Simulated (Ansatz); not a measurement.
A (111) slab of TaC (Fm-3m (No. 225)), 10 planes, outer planes Ta (top) and C (bottom), with 10 atoms (Ta5C5) in a surface cell of A = 8.672 Å², as cut from the bulk:

```xyz
10
Lattice="3.1645 0.0000 0.0000 -1.5822 2.7405 0.0000 0.0000 0.0000 26.6271" Properties=species:S:1:pos:R:3 pbc="T T T"
C     0.0000    1.8270    7.5000
Ta    1.5822    0.9135    8.7919
C     0.0000    0.0000   10.0838
Ta    0.0000    1.8270   11.3757
C     1.5822    0.9135   12.6676
Ta    0.0000    0.0000   13.9595
C     0.0000    1.8270   15.2514
Ta    1.5822    0.9135   16.5433
C     0.0000    0.0000   17.8352
Ta    0.0000    1.8270   19.1271
```

Level of theory: DFT PBE, scalar-relativistic, plane waves, PAW (Ansatz). Settings: cutoff 420 eV, Γ-centred mesh 12×12×1 on the computed 10-atom cell, Gaussian smearing of 0.10 eV; no spin polarisation. A dipole correction removes the field between periodic images along c.

Against the same 10 atoms in the bulk, the slab as cut lies 5.173 eV higher and the relaxed slab 4.470 eV higher.

Q: Work out the surface energy before and after relaxation.

A: The slab has two faces, so γ = (E_slab − N·E_bulk)/(2A), the mean of both. As cut: 5.173/(2 × 8.672) = 0.2983 eV/Å², and 1 eV/Å² = 16.02 J/m², so γ = 4.78 J/m². Relaxed: 4.470/(2 × 8.672) = 0.2577 eV/Å² = 4.13 J/m². Relaxation recovers 14 % of the cost of cutting.

Q: What is the ideal work of this cut, per area?

A: Griffith's ideal work is 2γ: 9.56 J/m² if the new faces stay rigid, 8.26 J/m² if they relax. One thickness was run, 10 planes, so γ can still shift with it.